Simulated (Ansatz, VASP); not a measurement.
Given: the input of a run of VASP 6.6.1 on Na.

Contents of INCAR:

```
  PREC = Accurate
  ENCUT = 520
  EDIFF = 1E-7
  ISMEAR = -1
  SIGMA = 0.05
  LREAL = False
  LASPH = True
  NELM = 100
  ALGO = Normal
  ISIF = 2
  LWAVE = False
  LCHARG = False
  GGA = PE
  NBANDS = 22
```

File KPOINTS:

```
Automatic mesh
0
Gamma
  8 8 3
```

File POSCAR:

```
Na
1.0
    3.7003831212      0.0000000000      0.0000000000
   -1.8501915606      3.2046257867      0.0000000000
    0.0000000000      0.0000000000     12.5373215400
Na
4
Direct
    0.6666666667      0.3333333333      0.7500000000
    0.0000000000      0.0000000000      0.5000000000
    0.3333333333      0.6666666667      0.2500000000
    0.0000000000      0.0000000000      0.0000000000
```

Potentials or basis: VASP PAW PBE potentials, release 64 (Na_pv).

Run with:

```bash
$ cat potpaw_PBE.64/Na_pv/POTCAR > POTCAR
$ mpirun -np 1 vasp_std > vasp.out
```

Q: Translate it to Ansatz 0.2.0. Potentials there: Ansatz PAW.

A: As run (the cutoff follows the program's own potentials):

File input.yaml:

```yaml
crystal:
  lattice:
    - [3.7003831212, 0.0, 0.0]
    - [-1.8501915606, 3.2046257867, 0.0]
    - [0.0, 0.0, 12.53732154]
  atoms:
    - { symbol: Na, position: [0.6666666667, 0.3333333333, 0.75] }
    - { symbol: Na, position: [0.0, 0.0, 0.5] }
    - { symbol: Na, position: [0.3333333333, 0.6666666667, 0.25] }
    - { symbol: Na, position: [0.0, 0.0, 0.0] }
hamiltonian:
  xc: pbe
  pseudopotentials: { kind: paw }
kpoints:
  mp_grid: { grid: [8, 8, 3] }
scf:
  occupations: { method: fermi_dirac, width: 0.05 }
output:
  forces: true
  stress: true
  eigenvalues: true
```

Potentials or basis: Ansatz PAW.

Command:

```bash
$ ansatz run input.yaml --threads 2 --pin off --max-ram 5120MiB --backend cpu --events-out ev --progress --plain --runs-dir out
```

Both were run:

|  | VASP | Ansatz | Ansatz less VASP |
| --- | --- | --- | --- |
| gap on the k mesh at the Fermi level (eV) | none | none | - |
| pressure (GPa) | 0.0 | 0.0 | 0.00 |
| largest component of the traceless stress (GPa) | 0.64 | 0.64 | -0.002 |

A gap of «none» marks a metal or a gap that the smearing closes. With one functional, cell and mesh, what is left measures potentials, basis and numerics. The two sets of potentials don't hold the same shells in valence.
